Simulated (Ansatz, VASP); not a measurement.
One calculation of Sb, two programs

INCAR

```
SYSTEM = Sb
ALGO = Normal
EDIFF = 1E-6
ENCUT = 520
GGA = PS
ISIF = 2
ISMEAR = -1
LASPH = .True.
LCHARG = .False.
LREAL = .False.
LWAVE = .False.
NBANDS = 8
NELM = 60
PREC = Accurate
SIGMA = 0.05
```

The input KPOINTS:

```
k-points
0
Gamma
  12 12 12
  0 0 0
```

Contents of POSCAR:

```
Sb
1.0
    0.0000000000      2.3050000000      2.2589000000
    2.3050000000      0.0000000000      2.2589000000
    2.3050000000      2.3050000000      0.0000000000
Sb
1
Direct
    0.0000000000      0.0000000000      0.0000000000
```

Input for Ansatz:

```yaml
crystal:
  lattice:
    - [0.0, 2.305, 2.2589]
    - [2.305, 0.0, 2.2589]
    - [2.305, 2.305, 0.0]
  atoms:
    - { symbol: Sb, position: [0.0, 0.0, 0.0] }
kpoints:
  mp_grid: { grid: [12, 12, 12] }
  band_path:
    path:
      - [0.0, 0.0, 0.0]
      - [0.0, 0.5, 0.5]
      - [0.25, 0.75, 0.5]
      - [0.0, 0.5, 0.0]
      - [0.0, 0.0, 0.0]
      - [0.5, 0.5, 0.0]
      - [0.3801541025, 0.6198458975, 0.0]
      - [-0.3801541025, 0.3801541025, 0.0]
      - [0.0, 0.0, 0.0]
    npoints: 5
scf:
  occupations: { method: fermi_dirac, width: 0.05 }
hamiltonian:
  xc: pbesol
  pseudopotentials: { kind: all_electron, lapw: { basis_error: 0.001 } }
output:
  forces: true
  stress: true
  eigenvalues: true
```

Change from the starting cell: zz strain of -2 %.

Alike in both runs: task single point; functional PBEsol; k mesh 12 × 12 × 12; occupations fermi-dirac, width 0.05 eV; no spin polarisation.

```csv
,VASP,Ansatz
version,VASP 6.6.1,Ansatz 0.2.0
potentials or method,"VASP PAW PBE potentials, release 64 (Sb)","all-electron LAPW, scalar-relativistic"
plane-wave cutoff (eV),520,see its input
```

Ansatz gave:

* pressure (GPa): 7.1

Which values does VASP return?

Pressure (GPa): 7.2.

Ansatz ran all-electron here, so the differences hold the error of VASP's frozen core and of both bases.

Caveats: the PAW data sets were made with another functional, which shifts forces and pressure a little (VASP). The runs have no spin-orbit coupling, so splittings on Sb are missing.
